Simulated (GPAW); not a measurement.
Runs of GPAW 26.7.0 on As. The structure is cubic, space group Pm-3m (No. 221). The conventional cell has a = 2.704 Å, b = 2.704 Å, c = 2.704 Å, α = 90.00°, β = 90.00°, γ = 90.00°. As (site symmetry m-3m) has 6 As at 2.70 Å as nearest neighbours. This isn't the form of As at room conditions, which is rhombohedral.

| level | potentials or basis | eigensolver | gap on the mesh (eV) | pressure (GPa) | relaxed volume (Å³/atom) |
| --- | --- | --- | --- | --- | --- |
| BLYP | PAW data sets generated in the run's folder for this functional, pw | davidson | none | 0.0 | 21.97 |
| RPBE | the program's PAW data sets (release 1.2.1) made for this functional, pw | - | none | 0.1 | (b) |
| revPBE | the program's PAW data sets (release 1.2.1) made for this functional, pw | - | none | 0.1 | 20.56 |
| r2SCAN | GPAW PAW data sets (gpaw-data 1.2.1), pw | - | none | -0.2 | (c) |
| PBE | GPAW PAW data sets (gpaw-data 1.2.1), pw | - | none | 0.0 | 20.27 |
| PBEsol | PAW data sets generated in the run's folder for this functional, pw | - | none | 0.0 | 19.43 |
| LDA | the program's PAW data sets (release 1.2.1) made for this functional, pw | - | none | 0.1 | (a) |
| PBEsol+D4 | PAW data sets generated in the run's folder for this functional, pw | - | none | 0.1 | 18.96 |
| PBEsol+D3(BJ) | PAW data sets generated in the run's folder for this functional, pw | - | none | 0.0 | 18.73 |

Alike in all rows: task relaxation of cell and atoms; no spin polarisation; cell relaxed; k mesh 10 × 10 × 10; cutoff (eV) 600; smearing fermi-dirac 0.05 eV.

Problem. Estimate the missing entries.

Solution. (a) 19.07; (b) 20.67; (c) 19.73.

Caveats: later steps reuse the first step's grids; pairwise dispersion overbinds metals, which lowers pressure and volume (some runs); the PAW data sets were made with another functional, which shifts forces and pressure a little (some runs).

A k mesh can miss the band edges, and the runs leave out spin-orbit coupling on As.

A gap of «none» marks a metal or a gap under the smearing width.
